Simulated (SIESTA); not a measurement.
Runs of SIESTA 5.4.2 on PbSe (Clausthalite). Symmetry: Fm-3m, No. 225, cubic system. Conventional cell: a = 6.121 Å, b = 6.121 Å, c = 6.121 Å, α = 90.00°, β = 90.00°, γ = 90.00°. Pb (site symmetry m-3m) has 6 Se at 3.06 Å as nearest neighbours. Se (site symmetry m-3m) has 6 Pb at 3.06 Å as nearest neighbours. 

```csv
task,level,potentials or basis,spin,cell,k mesh,optimiser,force tolerance,stress tolerance (GPa),energy shift,gap on the mesh (eV),pressure (GPa),relaxed volume (Å³/atom)
relaxation of cell and atoms,LDA,"PseudoDojo 0.4 standard (LDA files), DZP (energy shift 0.002 Ry)",off,relaxed,6 × 6 × 6,Broyden,0.01 eV/Å,0.05,0.002 Ry,0.28,0.0,28.48
electrostatic potential,PBEGcGxHEG,"PseudoDojo 0.4 standard (PBE files, fully relativistic), DZDP (energy shift 0.01 Ry)","non-collinear, ferromagnetic start, SOC",as given,6 × 6 × 6,-,-,-,0.01 Ry,0.07,(b),-
relaxation of cell and atoms,AM05,"PseudoDojo 0.4 standard (PBEsol files), DZP (energy shift 0.002 Ry)",off,relaxed,8 × 8 × 8,-,0.02 eV/Å,-,0.002 Ry,0.47,0.0,29.66
relaxation of cell and atoms,RPBE,"PseudoDojo 0.4 standard (PBE files), DZP (energy shift 0.002 Ry)",off,relaxed,8 × 8 × 8,Broyden,0.04 eV/Å,-,0.002 Ry,(c),0.1,(a)
```

Alike in all rows: smearing fermi-dirac 0.05 eV; grid cutoff 500 Ry.

Estimate the missing entries.

(a) 32.14; (b) -1.1; (c) 0.74.

Caveats: semicore shells carry a single zeta, which can move pressures by several GPa and volumes by a few percent; the basis of atomic orbitals isn't converged, which shifts pressures, moduli and gaps; spin-orbit coupling is left out, which as a rule narrows the gap of such compounds by several tenths of an eV (some runs); the potentials were made for another functional, which shifts forces and pressure (some runs); the volume moved by +12 % from the deposited cell, more than functionals usually miss (some runs).

A k mesh can miss the band edges, and rows without SOC leave out spin-orbit coupling on Pb, Se.

Runs at the PBE level aren't shown here.
